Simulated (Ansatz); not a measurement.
The system is TiC.

```
CELL_PARAMETERS angstrom
0.00000 2.16572 2.16572
2.16572 0.00000 2.16572
2.16572 2.16572 0.00000
ATOMIC_POSITIONS crystal
Ti 0.00000 0.00000 0.00000
C 0.50000 0.50000 0.50000
```

The cell is a database's computed one.

Base run:

```yaml
Program: Ansatz 0.2.0
Functional: BLYP
Potentials_or_basis: Ansatz PAW
Cutoff: 420 eV
Density_cutoff: 1680 eV
k_mesh: 11 × 11 × 11
Occupations: fermi-dirac, width 0.05 eV
Spin: no spin polarisation
```

Its results: band gap on the k mesh none (metal or under the smearing width); pressure 8.3 GPa.

Q: After a change of settings the same cell gave: band gap on the k mesh none (metal or under the smearing width); pressure -0.7 GPa. Which change was it?
A. functional from BLYP to m-r2SCAN; cutoff from 420 eV to 500 eV; density cutoff from 1680 eV to 2000 eV
B. functional from BLYP to PBEsol; k mesh from 11 × 11 × 11 to 10 × 10 × 10
C. functional from BLYP to PBE; occupations from fermi-dirac, width 0.05 eV to gaussian, width 0.022 eV
D. functional from BLYP to LDA

A: A.

Caveats: the PAW data sets come from PBE, with cores solved anew for the run's functional, which leaves a small shift of forces and pressure; the potentials were made for another functional, which shifts forces and pressure (some runs).

Not every run made on this cell is shown here.
